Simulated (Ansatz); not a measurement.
**BaTiO3: all-electron results**

```yaml
crystal:
  lattice:
    - [4.00730, 0.00000, 0.00000]
    - [0.00000, 4.00730, 0.00000]
    - [0.00000, 0.00000, 4.00730]
  atoms:
    - { symbol: Ba, position: [0.50000, 0.50000, 0.50000] }
    - { symbol: Ti, position: [0.00000, 0.00000, 0.00000] }
    - { symbol: O, position: [0.50000, 0.00000, 0.00000] }
    - { symbol: O, position: [0.00000, 0.50000, 0.00000] }
    - { symbol: O, position: [0.00000, 0.00000, 0.50000] }
```

Atom numbers follow the list: Ba1, Ti2, O3, O4, O5.

The cell is COD entry 1507757, as deposited and not checked against the literature; nothing was relaxed.

Spin–orbit coupling is left out, though it moves levels of the heavy atoms by tenths of an eV or more.

Levels of theory: DFT, PBE, all-electron LAPW, scalar-relativistic (Ansatz 0.2.0); DFT, PBE, PAW with Ansatz's default frozen-core files, scalar-relativistic (Ansatz 0.2.0); DFT, PBE, all-electron PAW with datasets made for the crystal, scalar-relativistic (Ansatz 0.2.0).

For LAPW: a Γ-centred 8×8×8 k mesh, Fermi–Dirac smearing of 0.05 eV, basis error target 1 meV/atom, no spin polarisation. PAW takes a cutoff of 420 eV at this cell. The crystal-made all-electron datasets (AE datasets) take a cutoff of 540 eV at this cell. The Ansatz runs share mesh, smearing and spin set-up. Values come from LAPW unless marked.

Spin–orbit coupling is left out, which moves gradients at and beside heavy atoms by some per cent and at worst by a factor of two.

* Löwdin charges (with 0.35 e of the cell spilling out of the atomic basis, so their sizes and signs hang on that basis): Ba1 1.79, Ti2 1.24, O3 -0.89 e
* Bader charges (from the PAW run): Ba1 +1.53, Ti2 +2.22, O3 -1.25 e
* Band gap: 1.80 eV, indirect from R (0.5, 0.5, 0.5) to Γ
* Volume per atom: 86.9 bohr³

Task: Predict this quantity. Pressure at this cell.

Result: 1.50 GPa.

Task: Predict this quantity. Field gradients Vzz (crystal-made datasets).

Result: Ba1 0 (under 0.004), Ti2 0 (under 0.004), O3 2.51 (η = 0.00) in 10²¹ V/m².

Task: Predict this quantity. Smallest direct gap on the path.

Result: 1.91 eV.
